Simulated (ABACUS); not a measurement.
The system is NaCl.

```
CELL_PARAMETERS angstrom
0.00000 2.79406 2.79406
2.79406 0.00000 2.79406
2.79406 2.79406 0.00000
ATOMIC_POSITIONS crystal
Cl 0.50000 0.50000 0.50000
Na 0.00000 0.00000 0.00000
```

The cell is a database's computed one.

```yaml
Program: ABACUS 3.10.1
Task: relaxation of cell and atoms
Functional: M06-L
Potentials_or_basis: SG15 ONCV 1.2 PBE
Cutoff: 1401 eV
Density_cutoff: 5606 eV
Basis: plane waves
k_mesh: 5 × 5 × 5
Occupations: fermi-dirac, width 0.05 eV
Spin: no spin polarisation
```

At the start: pressure 1.9 GPa; volume 21.81 Å³/atom.

Problem. How do energy, volume and symmetry change on relaxing?

Solution. Over 24 steps the energy falls by 10.3 meV/atom and the volume is 23.60 Å³/atom (+8.2 %); space group Fm-3m (No. 225, to 0.05 Å).

Step by step:
```csv
step,energy change (eV),largest force (eV/Å),pressure (GPa),volume (Å³)
1,0.0000,0.0000,1.94,43.63
2,-0.0154,0.0000,0.88,45.38
3,-0.0205,0.0000,0.11,46.99
4,-0.0204,0.0000,0.11,47.00
5,-0.0202,0.0000,0.10,47.02
6,-0.0204,0.0000,0.10,47.03
7,-0.0205,0.0000,0.10,47.03
8,-0.0205,0.0000,0.10,47.03
9,-0.0200,0.0000,0.10,47.03
10,-0.0201,0.0000,0.09,47.04
11,-0.0201,0.0000,0.09,47.04
12,-0.0200,0.0000,0.09,47.04
13,-0.0200,0.0000,0.09,47.05
14,-0.0201,0.0000,0.09,47.06
15,-0.0201,0.0000,0.08,47.07
16,-0.0201,0.0000,0.08,47.07
17,-0.0201,0.0000,0.07,47.09
18,-0.0201,0.0000,0.07,47.10
19,-0.0202,0.0000,0.05,47.12
20,-0.0202,0.0000,0.05,47.13
21,-0.0203,0.0000,0.04,47.16
22,-0.0199,0.0000,0.04,47.16
23,-0.0204,0.0000,0.03,47.19
24,-0.0206,0.0000,0.02,47.20
```

Final structure:
```xyz
2
Lattice="0.0000 2.8684 2.8684 2.8684 0.0000 2.8684 2.8684 2.8684 0.0000" Properties=species:S:1:pos:R:3 pbc="T T T"
Cl    2.8684    2.8684    2.8684
Na    0.0000    0.0000    0.0000
```

Caveat: the potentials were made for another functional, which shifts forces and pressure.
